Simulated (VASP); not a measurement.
# Sb (R-3m) in VASP: notebook

One crystal, Sb, is run at these levels: PBE, LDA, PBE+D3(BJ); tasks: phonons.

Everything below comes from runs of VASP 6.6.1. Logs are shortened: lines on timing, memory, paths and dates and some standing lists are left out, and cuts for length are marked.

## 1. The crystal as given

The structure is trigonal, space group R-3m (No. 166). Conventional cell: a = 4.357 Å, b = 4.357 Å, c = 11.278 Å, α = 90.00°, β = 90.00°, γ = 120.00°. Around Sb (site symmetry 3m) lie 6 Sb at 2.95 to 3.36 Å.

## 2. Phonons, PBE

File POSCAR:

```
Sb
1.0
    2.1786571001      1.2578482632      3.7591721045
   -2.1786571001      1.2578482632      3.7591721045
    0.0000000000     -2.5156965264      3.7591721045
  Sb
     2
Direct
     0.2345662259998594    0.2345662259998594    0.2345662259998594
     0.7654337740001407    0.7654337740001407    0.7654337740001407
```

File INCAR.step1:

```
PREC = Accurate ; ENCUT = 600
EDIFF = 1E-8 ; ISMEAR = 1
SIGMA = 0.2 ; LREAL = False
LASPH = True ; NELM = 80
ALGO = Normal ; ISIF = 3
LWAVE = False ; LCHARG = False
GGA = PE ; PSTRESS = 10.0
KPAR = 2 ; IBRION = 2
NSW = 40 ; EDIFFG = -0.002
```

File INCAR.step2:

```
PREC = Accurate ; ENCUT = 600
EDIFF = 1E-8 ; ISMEAR = 1
SIGMA = 0.2 ; LREAL = False
LASPH = True ; NELM = 80
ALGO = Normal ; ISIF = 2
LWAVE = False ; LCHARG = False
GGA = PE ; PSTRESS = 10.0
KPAR = 2 ; IBRION = 6
NFREE = 2 ; POTIM = 0.015
NSW = 1
```

File KPOINTS:

```
Automatic mesh
0
Gamma
  19 19 19
```

Potentials or basis: VASP PAW PBE potentials, release 64 (Sb).

Command:

```console
$ cat potpaw_PBE.64/Sb/POTCAR > POTCAR
$ cp INCAR.step1 INCAR
$ mpirun -np 2 vasp_std > vasp.out
$ cp CONTCAR POSCAR
$ cp INCAR.step2 INCAR
$ mpirun -np 2 vasp_std > vasp.out
```

OUTCAR:

```text
PREC = Accurate
   ENCUT = 600
   EDIFF = 1E-8
   ISMEAR = 1
   LREAL = False
   LASPH = True
   NELM = 80
   ISIF = 2
   GGA = PE
   PSTRESS = 10.0
   IBRION = 6
   NFREE = 2
   POTIM = 0.015
   NSW = 1

 ion  position               nearest neighbor table
   1  0.235  0.235  0.235-   2 2.95   2 2.95   2 2.95   2 3.36   2 3.36   2 3.36
   2  0.765  0.765  0.765-   1 2.95   1 2.95   1 2.95   1 3.36   1 3.36   1 3.36

  LATTYP: Found a trigonal (rhomboedric) cell.
 ALAT       =     4.5209990852
 COS(alpha) =     0.5356410653

  Lattice vectors:

 A1 = (   2.1784436197,   1.2577250103,   3.7565867384)
 A2 = (  -2.1784436197,   1.2577250103,   3.7565867384)
 A3 = (   0.0000000000,  -2.5154500205,   3.7565867384)

Analysis of symmetry for initial positions (statically):
=====================================================================
 Subroutine PRICEL returns:
 Original cell was already a primitive cell.

 Routine SETGRP: Setting up the symmetry group for a
 trigonal (rhombohedral) supercell.

 Subroutine GETGRP returns: Found 12 space group operations
 (whereof 12 operations were pure point group operations)
 out of a pool of 12 trial point group operations.

The static configuration has the point symmetry D_3d.

Analysis of symmetry for dynamics (positions and initial velocities):
=====================================================================
 Subroutine PRICEL returns:
 Original cell was already a primitive cell.

 Routine SETGRP: Setting up the symmetry group for a
 trigonal (rhombohedral) supercell.

 Subroutine GETGRP returns: Found 12 space group operations
 (whereof 12 operations were pure point group operations)
 out of a pool of 12 trial point group operations.

The dynamic configuration has the point symmetry D_3d.

 Subroutine INISYM returns: Found 12 space group operations
 (whereof 12 operations are pure point group operations),
 and found     1 'primitive' translations

----------------------------------------------------------------------------------------

                                     Primitive cell

  volume of cell :      61.7556

  direct lattice vectors                    reciprocal lattice vectors
     2.178443620  1.257725010  3.756586738     0.229521662  0.132514393  0.088733033
    -2.178443620  1.257725010  3.756586738    -0.229521662  0.132514393  0.088733033
     0.000000000 -2.515450021  3.756586738     0.000000000 -0.265028787  0.088733033

  length of vectors
     4.520999085  4.520999085  4.520999085     0.279488477  0.279488477  0.279488477

  position of ions in fractional coordinates (direct lattice)
     0.234821521  0.234821521  0.234821521
     0.765178479  0.765178479  0.765178479

  ion indices of the primitive-cell ions
   primitive index   ion index
                 1           1
                 2           2

----------------------------------------------------------------------------------------

 KPOINTS: Automatic mesh

Automatic generation of k-mesh.
 Grid dimensions read from file:
 generate k-points for:   19   19   19

 Generating k-lattice:

  Cartesian coordinates                     Fractional coordinates (reciprocal lattice)
     0.012080087  0.006974442  0.004670160     0.052631579  0.000000000 -0.000000000
    -0.012080087  0.006974442  0.004670160     0.000000000  0.052631579 -0.000000000
     0.000000000 -0.013948884  0.004670160    -0.000000000 -0.000000000  0.052631579

  Length of vectors
     0.014709920  0.014709920  0.014709920

  Shift w.r.t. Gamma in fractional coordinates (k-lattice)
     0.000000000  0.000000000  0.000000000

 Subroutine IBZKPT returns following result:
 ===========================================

 Found    670 irreducible k-points:

 Following reciprocal coordinates:
            Coordinates               Weight
  0.000000  0.000000  0.000000      1.000000
  0.052632  0.000000  0.000000      6.000000
  0.105263  0.000000  0.000000      6.000000
  0.157895  0.000000  0.000000      6.000000
  0.210526  0.000000  0.000000      6.000000
  0.263158  0.000000  0.000000      6.000000
[... 16 lines left out ...]
 -0.315789  0.052632 -0.000000     12.000000
 -0.263158  0.052632 -0.000000     12.000000
 [... further k-points ...]
   k-points           NKPTS =    670   k-points in BZ     NKDIM =    670   number of bands    NBANDS=      9
   number of dos      NEDOS =    301   number of ions     NIONS =      2
   total plane-waves  NPLWV =  46656
   dimension x,y,z NGX =    36 NGY =   36 NGZ =   36
   dimension x,y,z NGXF=    72 NGYF=   72 NGZF=   72
   ions per type =               2
   NGX,Y,Z   is equivalent  to a cutoff of  13.24, 13.24, 13.24 a.u.
   NGXF,Y,Z  is equivalent  to a cutoff of  26.48, 26.48, 26.48 a.u.
 SYSTEM =  unknown system
   PREC   = accura    normal or accurate (medium, high low for compatibility)
   ISTART =      0    job   : 0-new  1-cont  2-samecut
   ICHARG =      2    charge: 1-file 2-atom 10-const
   ISPIN  =      1    spin polarized calculation?
   LNONCOLLINEAR =      F non collinear calculations
   LSORBIT =      F    spin-orbit coupling
   LASPH  =      T    aspherical Exc in radial PAW
   ENCUT  =  600.0 eV  44.10 Ry    6.64 a.u.   9.03  9.03  9.03*2*pi/ulx,y,z
   NELM   =     80;   NELMIN=  2; NELMDL=  0     # of ELM steps
   EDIFF  = 0.1E-07   stopping-criterion for ELM
   LREAL  =      F    real-space projection
   EDIFFG = 0.1E-06   stopping-criterion for IOM
   NSW    =     61    number of steps for IOM
   IBRION =      6    ionic relax: 0-MD 1-quasi-New 2-CG
   NFREE  =      2    steps in history (QN), initial steepest desc. (CG)
   ISIF   =      2    stress and relaxation
   ISYM   =      2    0-nonsym 1-usesym 2-fastsym
   POTIM  = 0.0150    time-step for ionic-motion
   TEBEG  =    0.0;   TEEND  =   0.0 temperature during run
   PSTRESS=   10.0 pullay stress
   NELECT =      10.0000    total number of electrons
   NUPDOWN=      -1.0000    fix difference up-down
   EMIN   =  10.00;   EMAX   =-10.00  energy-range for DOS
   EFERMI =   0.00;   METHOD = LEGACY
   ISMEAR =     1;   SIGMA  =   0.20  broadening in eV -4-tet -1-fermi 0-gaus
   EFERMI_NEDOS =   21; number of points for ismear=-14 and -15
   IALGO  =     38    algorithm
   IMIX   =      4    mixing-type and parameters
     AMIX     =   0.40;   BMIX     =  1.00
     AMIX_MAG =   1.60;   BMIX_MAG =  1.00
  volume/ion in A,a.u.               =      30.88       208.37
  Fermi-wavevector in a.u.,A,eV,Ry     =   0.892310  1.686222 10.833200  0.796218
  Thomas-Fermi vector in A             =   2.014243
   LORBIT       =      0    0 simple, 1 ext, 2 COOP (PROOUT), +10 PAW based schemes
   GGA     = PE    functional components
   LHFCALC =     F    Hartree Fock is set to
   AEXX    =    0.0000 exact exchange contribution
   IVDW    =     0    specifies the selected vdW correction
   LEPSILON=     F    determine dielectric tensor
   LRPA    =     F    only Hartree local field effects (RPA)
 finite differences with symmetry
 non-spin polarized calculation
 Methfessel and Paxton  Order N= 1 SIGMA  =   0.20
  energy-cutoff  :      600.00
  volume of cell :       61.76
 maximum number of plane-waves:      2082
   NGX = 19   NGY = 19   NGZ = 19

--------------------------------------- Ionic step        1  -------------------------------------------

 number of electron      10.0000000 magnetization

 Free energy of the ion-electron system (eV)
  ---------------------------------------------------
  ext. energy  EPLUGINS =         0.00000000
  ---------------------------------------------------
  free energy    TOTEN  =        -8.26597606 eV

  energy without entropy =       -8.26874592  energy(sigma->0) =       -8.26689935

------------------------ aborting loop because EDIFF is reached ----------------------------------------

  FORCE on cell =-STRESS in cart. coord.  units (eV):
  Direction    XX          YY          ZZ          XY          YZ          ZX
  --------------------------------------------------------------------------------------
  -------------------------------------------------------------------------------------
  Total        0.3839634      0.3839634      0.3847607      0.0000000      0.0000000      0.0000000
  in kB        9.9614755      9.9614755      9.9821626      0.0000000      0.0000000      0.0000000
  external PRESSURE =      -0.0316288 kB  Pullay stress =      10.0000000 kB
[... 139 lines left out ...]
--------------------------------------- Ionic step        5  -------------------------------------------

 number of electron      10.0000000 magnetization

 Free energy of the ion-electron system (eV)
  ---------------------------------------------------
  ext. energy  EPLUGINS =         0.00000000
  ---------------------------------------------------
  free energy    TOTEN  =        -8.26542397 eV

  energy without entropy =       -8.26792040  energy(sigma->0) =       -8.26625611

 E-fermi :   6.9648     XC(G=0):  -9.4382

 val. band max:        6.9466192816   @ k =  -0.4737   0.4737   0.4211
 cond. band min:       6.9916975781   @ k =   0.3684   0.1053   0.1053
 fundamental gap:      0.0450782965
 Fermi energy:         6.9647532405

 k-point     1 :       0.0000    0.0000    0.0000
  band No.  band energies     occupation
      1      -5.5281      2.00000
      2       2.1040      2.00000
      3       5.0607      2.00000
      4       5.2208      2.00000
      5       5.2208      2.00000
      6       9.1116     -0.00000
      7       9.6849     -0.00000
      8       9.6849     -0.00000
      9      12.0505      0.00000
[... 265 lines left out ...]
 k-point    24 :      -0.2632    0.0526   -0.0000
  band No.  band energies     occupation
      1      -4.6594      2.00000
      2      -0.3804      2.00000
      3       4.7052      2.00000
      4       5.4531      2.00000
      5       6.0554      2.00000
      6       7.7432     -0.00000
      7       7.8316     -0.00000
      8       8.9657     -0.00000
      9      11.9688      0.00000

 [... further k-points ...]

------------------------ aborting loop because EDIFF is reached ----------------------------------------

  FORCE on cell =-STRESS in cart. coord.  units (eV):
  Direction    XX          YY          ZZ          XY          YZ          ZX
  --------------------------------------------------------------------------------------
  -------------------------------------------------------------------------------------
  Total        0.4418088      0.4418088      0.4861743      0.0000000      0.0000000      0.0000000
  in kB       11.4622083     11.4622083     12.6132175      0.0000000      0.0000000      0.0000000
  external PRESSURE =       1.8458781 kB  Pullay stress =      10.0000000 kB
[... 21 lines left out ...]
  energy  without entropy=       -8.2679203962  energy(sigma->0) =       -8.26625611

  enthalpy is  TOTEN    =        -7.8799756946 eV   P V=        0.3854482787

 INTERNAL STRAIN TENSORS FROM DISPLACED ATOMS
 ============================================

 INTERNAL STRAIN TENSOR FOR ION    1 for displacements in x,y,z  (eV/Angst):
          X           Y           Z          XY          YZ          ZX
  --------------------------------------------------------------------------------
  x    -0.00000     0.00000     0.00000     1.25581     0.00000    -4.38669
  y     1.25581    -1.25581     0.00000     0.00000    -4.38669     0.00000
  z    -3.74770    -3.74770    -6.75533     0.00000    -0.00000     0.00000

 INTERNAL STRAIN TENSOR FOR ION    2 for displacements in x,y,z  (eV/Angst):
          X           Y           Z          XY          YZ          ZX
  --------------------------------------------------------------------------------
  x     0.00000     0.00000    -0.00000    -1.25581    -0.00000     4.38669
  y    -1.25581     1.25581    -0.00000    -0.00000     4.38669     0.00000
  z     3.74770     3.74770     6.75533     0.00000     0.00000     0.00000

 Eigenvectors and eigenvalues of the dynamical matrix
 ----------------------------------------------------

   1 f  =    4.318183 THz    27.131944 2PiTHz  144.039080 cm-1    17.858562 meV
             X         Y         Z           dx          dy          dz
      0.000000  0.000000  2.646382     0.000000    0.000000   -0.707107
      0.000000  0.000000  8.623378    -0.000000    0.000000    0.707107
[... 16 lines left out ...]
   5 f  =    0.000000 THz     0.000000 2PiTHz    0.000000 cm-1     0.000000 meV
             X         Y         Z           dx          dy          dz
      0.000000  0.000000  2.646382    -0.000000    0.000000    0.707107
      0.000000  0.000000  8.623378     0.000000    0.000000    0.707107

   6 f/i=    0.000000 THz     0.000000 2PiTHz    0.000001 cm-1     0.000000 meV
             X         Y         Z           dx          dy          dz
      0.000000  0.000000  2.646382     0.229584   -0.668798   -0.000000
      0.000000  0.000000  8.623378     0.229584   -0.668798    0.000000

 ELASTIC MODULI CONTR FROM IONIC RELAXATION (kBar)
 Direction    XX          YY          ZZ          XY          YZ          ZX
 --------------------------------------------------------------------------------
 XX         -97.6352    -59.2761   -141.4184     -0.0000     66.9964      0.0000
 YY         -59.2761    -97.6352   -141.4184      0.0000    -66.9964     -0.0000
 ZZ        -141.4184   -141.4184   -254.9103     -0.0000     -0.0000      0.0000
 XY          -0.0000      0.0000     -0.0000    -19.1796      0.0000     66.9964
 YZ          66.9964    -66.9964     -0.0000      0.0000   -234.0264     -0.0000
 ZX           0.0000     -0.0000      0.0000     66.9964     -0.0000   -234.0263
 --------------------------------------------------------------------------------
```

Run time: 26 min. Hardware: 2 MPI ranks of AMD EPYC 9R45 (Zen 5), shared host; peak memory 3.1 GiB.

What came out:

```
Relaxed volume                         : 30.88 Å³/atom
Relaxed cell                           : a = 4.521 Å, b = 4.521 Å, c = 4.521 Å, α = 57.61°, β = 57.61°, γ = 57.61°
Space group after relaxing (to 0.05 Å) : R-3m (No. 166)
Highest phonon frequency at Γ          : 144 cm⁻¹
```

The path:
```
step  energy change (eV)  largest force (eV/Å)  pressure (GPa)  volume (Å³)
   1              0.0000                0.0234            1.02        61.81
   2             -0.0003                0.0091            0.96        61.85
   3             -0.0004                0.0042            0.94        61.86
   4              0.0001                0.0002            0.98        61.79
   5              0.0001                0.0009            0.99        61.78
   6              0.0002                0.0020            1.00        61.76
   7              0.0003                0.0029            1.01        61.76
   8              0.0003                0.0047            1.02        61.75
   9              0.0003                0.0037            1.01        61.75
  10              0.0002                0.0026            1.00        61.76
  11              0.0002                0.0024            0.99        61.76
  12              0.0003                0.0017            1.00        61.76
```

Final structure:
```
Sb
1.0
     2.17844    1.25773    3.75659
    -2.17844    1.25773    3.75659
     0.00000   -2.51545    3.75659
Sb
2
Direct
  0.23482 0.23482 0.23482
  0.76518 0.76518 0.76518
```

Phonon frequencies in cm⁻¹ (negative: imaginary):
```tsv
q point	frequencies
(0.000, 0.000, 0.000)	0 0 0 98 98 144
```

[end of part 1 of 2]
